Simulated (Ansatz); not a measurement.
Al₂Ru: strain energy, fitted

Al₂Ru, I4/mmm, a = 3.122 Å, c = 8.445 Å. The structure is a Materials Project entry; whether it is the stable form wasn't checked. Ansatz: r2SCAN, PAW, 500 eV, Γ-centred 12×12×4 mesh on 6 atoms, Gaussian smearing 0.10 eV; no spin polarisation. Series: biaxial strain in the a-b plane, c and atoms relaxed; x is the strain in per cent. y is the free energy over the unstrained cell, V0 = 13.717 Å³/atom.

| x (%) | y (meV/atom) |
| --- | --- |
| -3.0 | ? |
| -2.0 | 12.34 |
| -1.0 | 3.03 |
| 0.0 | 0.00 |
| 1.0 | 2.91 |
| 2.0 | 11.41 |
| 3.0 | 25.05 |

Fit y = c2 x² + c3 x³ to the other rows, turn c2 into a modulus, and predict the missing energy.

Least squares on the rows shown. y = 2.9659 x² − 0.060447 x³. In eV per unit strain² c2 is 29.66; M is the biaxial modulus (E = M V0 ε²): 29.66 × 160.2 / (13.717) = 346 GPa. At x = -3.0 the fit asked for gives 28.33 meV/atom. The run gave 28.23 meV/atom, so the fit is 0.10 meV/atom too high, a small miss on the scale of the series.